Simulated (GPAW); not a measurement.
Runs of GPAW 26.7.0 on TiNi. Symmetry: P4/mmm, No. 123, tetragonal system. The conventional cell has a = 2.736 Å, b = 2.736 Å, c = 3.581 Å, α = 90.00°, β = 90.00°, γ = 90.00°. Around Ni (site symmetry 4/mmm) lie 8 Ti at 2.64 Å and 4 Ni at 2.74 Å. Ti (site symmetry 4/mmm) is surrounded by 8 Ni at 2.64 Å and 4 Ti at 2.74 Å. The cell comes from a database or a generator and needn't be the stable form of this composition.

```tsv
task	level	spin	U	k mesh	band path	band points	gap on the mesh (eV)	pressure (GPa)	moment (μB)
band structure	PBEsol+U	collinear, ferromagnetic start	Ni d U = 1 eV	7 × 7 × 6	GXMGZRAZ,XR,MA	80	-	-6.5	0.00
band structure	PBEsol+U	collinear, ferromagnetic start	Ni d U = 4 eV	7 × 7 × 6	GXMGZRAZ,XR,MA	80	-	-5.7	0.68
band structure	PBEsol+U	collinear, ferromagnetic start	Ni d U = 3 eV	7 × 7 × 6	GXMGZRAZ,XR,MA	80	-	-7.3	0.00
single point	PBEsol	off	-	10 × 10 × 8	-	-	none	-5.9	-
band structure	PBEsol	collinear, ferromagnetic start	-	7 × 7 × 6	GXMGZRAZ,XR,MA	80	-	(c)	0.00
band structure	PBEsol+U	collinear, ferromagnetic start	Ni d U = 6 eV	7 × 7 × 6	GXMGZRAZ,XR,MA	80	-	(a)	0.79
single point	PBEsol	collinear, ferromagnetic start	-	10 × 10 × 8	-	-	none	-5.9	0.00
band structure	PBEsol+U	collinear, ferromagnetic start	Ni d U = 2 eV	7 × 7 × 6	GXMGZRAZ,XR,MA	80	-	(b)	0.00
```

Alike in all rows: potentials or basis PAW data sets generated in the run's folder for this functional, pw; cell as given; cutoff (eV) 600; smearing fermi-dirac 0.05 eV.

Fill in the values left out.

(a) 0.6; (b) -6.9; (c) -6.0.

Caveats: the stock nickel data set gives pressures a few GPa off other programs; the U is typed as a test and isn't derived for this compound (some runs).

A gap of «none» marks a metal or a gap under the smearing width.
